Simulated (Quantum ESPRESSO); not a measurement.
# Equation of state of NaF under rev-vdW-DF2

It takes space group Fm-3m (No. 225, cubic). Conventional cell: a = 4.640 Å, b = 4.640 Å, c = 4.640 Å, α = 90.00°, β = 90.00°, γ = 90.00°. Na (site symmetry m-3m) is surrounded by 6 F at 2.32 Å. F (site symmetry m-3m) has 6 Na at 2.32 Å as nearest neighbours.

The cell was scaled at fixed shape and fractions and run with Quantum ESPRESSO, PseudoDojo 0.4.1 SR PBE standard, cutoff 1197 eV; rev-vdW-DF2, k mesh 10 × 10 × 10 on the cell of 2 atoms, fermi-dirac occupations of 0.05 eV, no spin polarisation, no spin-orbit coupling. The potentials were made for PBE. Energies are those that the program minimises, any entropy of the smearing included.

```csv
V (Å³/atom),energy over the lowest row (meV/atom)
11.7379,10.543
11.9877,5.187
12.2374,1.778
12.4872,?
12.7369,0.000
12.9867,1.286
13.2364,3.821
```

Question: Fit the third-order Birch-Murnaghan form, give V0, B0 and B′, and predict the energy left open.

Answer: With y = (V0/V)^(2/3), E = E0 + (9 V0 B0/16) [(y - 1)³ B′ + (y - 1)² (6 - 4y)]. Least squares through the rows shown give V0 = 12.6296 Å³/atom, E0 = -0.133 meV, B0 = 47.42 GPa (1 eV/Å³ = 160.218 GPa) and B′ = 4.58, with a largest miss of 0.000 meV. At V = 12.4872 the form with these constants gives 0.110 meV; the run gave 0.110 meV an atom.
